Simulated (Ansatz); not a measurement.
Si: sound and stiffness along [100], [110] and [111]

Theory: DFT PBE, scalar-relativistic, plane waves, PAW in Ansatz. Cutoff 420 eV, 10×10×10 k-points (Γ-centred), fixed occupations. No spin polarisation.

Relaxed structure:
```cif
data_structure
_symmetry_space_group_name_H-M 'P 1'
_symmetry_Int_Tables_number 1
_cell_length_a 3.8679
_cell_length_b 3.8679
_cell_length_c 3.8679
_cell_angle_alpha 60.000
_cell_angle_beta 60.000
_cell_angle_gamma 60.000
_cell_volume 40.92
loop_
_atom_site_label
_atom_site_type_symbol
_atom_site_fract_x
_atom_site_fract_y
_atom_site_fract_z
_atom_site_occupancy
Si1 Si 0.75000 0.75000 0.75000 1
Si2 Si 0.50000 0.50000 0.50000 1
```

With ions relaxed, on the cubic axes: C11 = 152.9, C12 = 56.8, C44 = 74.2 GPa. The density is 2.279 g/cm³.

Question: Is the crystal stable against strain, and how anisotropic is it?

Answer: Born's conditions hold: C11 + 2C12 = 266.5, C11 − C12 = 96.2 and C44 = 74.2 GPa are all positive. B = (C11 + 2C12)/3 = 88.8 GPa. The two shear moduli are C44 and C′ = (C11 − C12)/2 = 48.1 GPa, so Zener's ratio is A = C44/C′ = 1.54: the tetragonal shear C′ is the soft one, as in many fcc and bcc metals and zincblende crystals. The Cauchy pressure C12 − C44 is -17.4 GPa; it would vanish for pair forces between atoms on inversion centres at zero pressure, and a negative value is usual with directional bonding, though many-body forces give one in some ionic oxides too.

Question: Give the sound speeds along the three symmetry directions.

Answer: The Christoffel equation gives ρv² for each branch:
```tsv
direction	branch	ρv²	GPa	v (m/s)
[100]	L	C11	152.9	8191
[100]	T (×2)	C44	74.2	5705
[110]	L	(C11 + C12 + 2C44)/2	179.1	8863
[110]	T, u ∥ [001]	C44	74.2	5705
[110]	T, u ∥ [1-10]	(C11 − C12)/2	48.1	4593
[111]	L	(C11 + 2C12 + 4C44)/3	187.8	9076
[111]	T (×2)	(C11 − C12 + C44)/3	56.8	4992
```

Question: How does Young's modulus depend on direction?

Answer: Inverting gives S11 = 8.182, S12 = -2.215, S44 = 13.477 TPa⁻¹. Along a unit vector (l, m, n), 1/E = S11 − 2(S11 − S12 − S44/2)(l²m² + m²n² + n²l²), where the last bracket is 0, 1/4 and 1/3 for [100], [110] and [111]: E = 122, 157 and 174 GPa. With A > 1 the body diagonal is stiffest. For a film on (001), the biaxial modulus is C11 + C12 − 2C12²/C11 = 168 GPa and the normal strain is −2C12/C11 = -0.74 times the in-plane one.

Cost: 2 runs of about 1.8 core-minutes in all, on Arm Neoverse V2 (shared hosts).

The anisotropy follows from the tetrahedral sp³ network. The tetragonal shear C′ leaves every bond length unchanged to first order and is resisted only by bond-angle bending, which is softer than bond stretching. The shear governed by C44 also stretches and compresses bonds, although the relative shift of the two sublattices relieves part of this. Hence C44 exceeds C′, and the slowest wave is the [110] transverse branch polarised along [1-10]. Young's modulus follows the same logic: a load along [100] meets all bonds at the same oblique angle and is accommodated largely by bending, while one along [111] pulls directly on one set of bonds.

The stiffnesses and the density are somewhat below the measured values for silicon, as expected from the slightly overlong, and therefore softer, bonds that PBE gives. The order of the moduli and sound speeds agrees with experiment. The positive elastic moduli establish stability against small homogeneous strains, but not against phonons of finite wavevector.
